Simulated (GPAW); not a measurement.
Here is a GPAW 26.7.0 calculation.

run.py

```python
from ase import Atoms
from ase.dft.bandgap import bandgap
from ase.io import write
from ase.units import GPa
from gpaw import GPAW, PW

atoms = Atoms(['Ga', 'N'],
              cell=[[0.0, 2.135235, 2.135235],
                    [2.135235, 0.0, 2.135235],
                    [2.135235, 2.135235, 0.0]],
              scaled_positions=[[0.0, 0.0, 0.0],
                                [0.5, 0.5, 0.5]],
              pbc=True)

calc = GPAW(mode=PW(800),
            xc='MGGA_X_R2SCAN+MGGA_C_R2SCAN',
            kpts={'size': (11, 11, 11), 'gamma': True},
            occupations={'name': 'fermi-dirac', 'width': 0.05},
            nbands=11,
            convergence={'density': 1e-05, 'energy': 1e-05},
            maxiter=150,
            txt='gpaw.txt')
atoms.calc = calc
energy = atoms.get_potential_energy()
forces = atoms.get_forces()
stress = atoms.get_stress()
calc.write('gs.gpw')
write('result.traj', atoms)
print(f'Energy: {energy:.6f} eV')
print('Forces (eV/A):')
print(forces.round(4))
print('Stress (GPa):', (stress / GPa).round(3))
print('Fermi level:', round(calc.get_fermi_level(), 4), 'eV')
print(f'Gap: {bandgap(calc)[0]:.4f} eV, direct: {bandgap(calc, direct=True)[0]:.4f} eV')

path = atoms.cell.bandpath('GXWKGLUWLK,UX', npoints=100, eps=1e-4)
bs_calc = calc.fixed_density(kpts=path, symmetry='off', nbands=18,
                             convergence={'bands': 'CBM+6.0', 'eigenstates': 1e-6}, txt='bands.txt')
bs = bs_calc.band_structure()
bs.write('bs.json')
print(f'Gap on the path: {bandgap(bs_calc)[0]:.4f} eV')
```

Potentials or basis: GPAW PAW data sets (gpaw-data 1.2.1), pw.

The run is started by

```console
$ OMP_NUM_THREADS=1 python run.py
```

Problem. Estimate the band gap along the path.

Solution. 0.84 eV, indirect (least direct gap 2.83 eV).

Problem. Estimate the band gap on the k mesh.

Solution. 1.00 eV, indirect (least direct gap 2.83 eV).

Levels at the corners of the path, in eV from the valence-band top:
```
point  band 1  band 2  band 3  band 4  band 5
    Γ  -17.75   -0.42   -0.42   -0.42    2.41
    X  -13.45   -6.99   -2.97   -2.97    0.84
    W  -13.42   -5.30   -5.30   -4.59    5.39
    K  -13.57   -6.09   -5.73   -2.12    3.48
    Γ  -17.75   -0.42   -0.42   -0.42    2.41
    L  -14.79   -8.42   -0.24   -0.24    5.26
    U  -13.57   -6.09   -5.73   -2.12    3.48
    W  -13.42   -5.30   -5.30   -4.59    5.39
    L  -14.79   -8.42   -0.24   -0.24    5.26
    K  -13.57   -6.09   -5.73   -2.12    3.48
    U  -13.57   -6.09   -5.73   -2.12    3.48
    X  -13.45   -6.99   -2.97   -2.97    0.84
```

Caveat: the PAW data sets were made with another functional, which shifts forces and pressure a little; the mesh misses the band edges, which the band path finds closer together. r2SCAN opens gaps a little over a GGA but as a rule still falls short of measured ones.
